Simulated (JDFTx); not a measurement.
SnTe: equation of state with LDA

Crystal: SnTe.

```xyz
2
Lattice="0.0000 3.1509 3.1509 3.1509 0.0000 3.1509 3.1509 3.1509 0.0000" Properties=species:S:1:pos:R:3 pbc="T T T"
Te    3.1509    3.1509    3.1509
Sn    0.0000    0.0000    0.0000
```

- Program: JDFTx 1.7.0 (patched build)
- Task: equation of state
- Functional: LDA
- Potentials or basis: PseudoDojo-SR-LDA-0.4.1-standard with smoothed tails
- Cutoff: 1088 eV
- Density cutoff: 8708 eV
- k mesh: 7 × 7 × 7
- Occupations: fermi-dirac, width 0.05 eV
- Spin: no spin polarisation

```json
{"Equilibrium volume": "30.27 Å³/atom", "Bulk modulus": "50 GPa", "Pressure derivative of the bulk modulus": "4.5"}
```

Energy against volume, from the lowest point:
```csv
volume (Å³/atom),energy (meV/atom)
29.404,3.82
30.030,0.00
30.656,0.42
31.281,4.64
31.907,12.23
32.532,22.86
33.158,36.18
```

 Zero-point motion and thermal expansion aren't in these numbers.
